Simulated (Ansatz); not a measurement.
**MnO: relaxation of cell and atoms with PBE**

MnO:

```
Mn O
1.0
     2.97129   -1.71698    0.00000
     2.97129    1.71698    0.00000
    -1.98463    0.00000    2.81031
Mn O
1 1
Cartesian
  1.9788 0.0000 1.4070
  3.9609 0.0000 0.7007
```

The cell comes from a database or a generator and needn't be the stable form of this composition.

| Quantity | Value |
| --- | --- |
| Program | Ansatz 0.2.0 |
| Task | relaxation of cell and atoms |
| Functional | PBE |
| Potentials or basis | Ansatz PAW |
| Cutoff | 420 eV (not typed: the program's choice for these potentials) |
| k mesh | 7 × 7 × 7 |
| Occupations | fermi-dirac, width 0.05 eV |
| Spin | collinear spin, ferromagnetic start |
| Starting moments | [4.0, 0.0] μB |
| Target pressure | 30 GPa |
| Target pressure (GPa) | 30 |

```
Relaxed volume                                         : 8.22 Å³/atom
Relaxed cell                                           : a = 2.502 Å, b = 2.502 Å, c = 3.357 Å, α = 111.89°, β = 111.89°, γ = 60.00°
Space group after relaxing (to 0.05 Å)                 : R3m (No. 160)
Energy change on relaxing (the enthalpy is what falls) : +256.7 meV/atom
Ionic steps                                            : 23
Pressure after relaxing                                : 30.0 GPa
Band gap on the k mesh                                 : none (metal or under the smearing width)
Net moment                                             : 0.00 μB per cell
Absolute moment                                        : 0.00 μB per cell
```

The path:
```tsv
step	energy change (eV)	largest force (eV/Å)	volume (Å³)
1	0.0000	0.0014	28.67
2	0.0857	0.0014	24.67
3	0.4943	0.0008	21.09
4	0.4497	0.0039	21.33
5	0.4608	0.0052	21.27
6	0.4607	0.0062	21.27
7	0.4607	0.0070	21.27
8	0.4612	0.0111	21.26
9	0.4617	0.0137	21.26
10	0.4632	0.0121	21.24
11	0.4700	0.0203	21.18
12	0.4972	0.1139	20.91
13	0.5254	0.2508	20.66
14	0.5726	0.5947	19.71
15	0.4542	0.1946	17.85
16	0.6003	0.8642	16.07
17	0.4752	0.3647	16.65
18	0.5018	0.0652	16.48
19	0.5070	0.0229	16.45
20	0.5054	0.0010	16.45
21	0.5091	0.0008	16.45
22	0.5132	0.0012	16.43
23	0.5133	0.0012	16.43
```

Final structure:
```
Mn O
1.0
     2.16723   -1.25124    0.00116
     2.16723    1.25124    0.00116
    -1.44647    0.00000    3.02902
Mn O
1 1
Direct
  0.52193 0.52193 0.56579
  0.72807 0.72807 0.18422
```

Levels at points of the mesh, in eV from the Fermi level:
Spin up:
```
           k point  band 7  band 8  band 9  band 10  band 11  band 12  band 13  band 14  band 15  band 16
(0.00, 0.00, 0.00)   -5.37   -5.37   -2.30    -1.19    -1.19     1.75     1.75     3.45    13.68    17.92
```
Spin down:
| k point | band 7 | band 8 | band 9 | band 10 | band 11 | band 12 | band 13 | band 14 | band 15 | band 16 |
| --- | --- | --- | --- | --- | --- | --- | --- | --- | --- | --- |
| (0.00, 0.00, 0.00) | -5.37 | -5.37 | -2.30 | -1.19 | -1.19 | 1.75 | 1.75 | 3.45 | 13.68 | 17.92 |

Run time: 2.3 min on 2 threads of Arm Neoverse V2 (shared host), peak memory 0.4 GiB.

Caveat: the volume moved by over 15 % at a fixed basis, so the end points are rough; the starting moments collapsed, and a magnetic state may lie lower; the plane-wave basis is chosen anew once the cell has moved, so the energies of steps on either side of that aren't comparable; the pressure holds a Pulay correction of +0.8 GPa for the finite cutoff; semilocal functionals often make such compounds metallic where correlation or magnetic order opens a gap, which also shifts bond lengths; the starting moments weren't kept. With open d or f shells a metallic result of PBE can be an artefact of self-interaction; +U or a hybrid may open a gap.
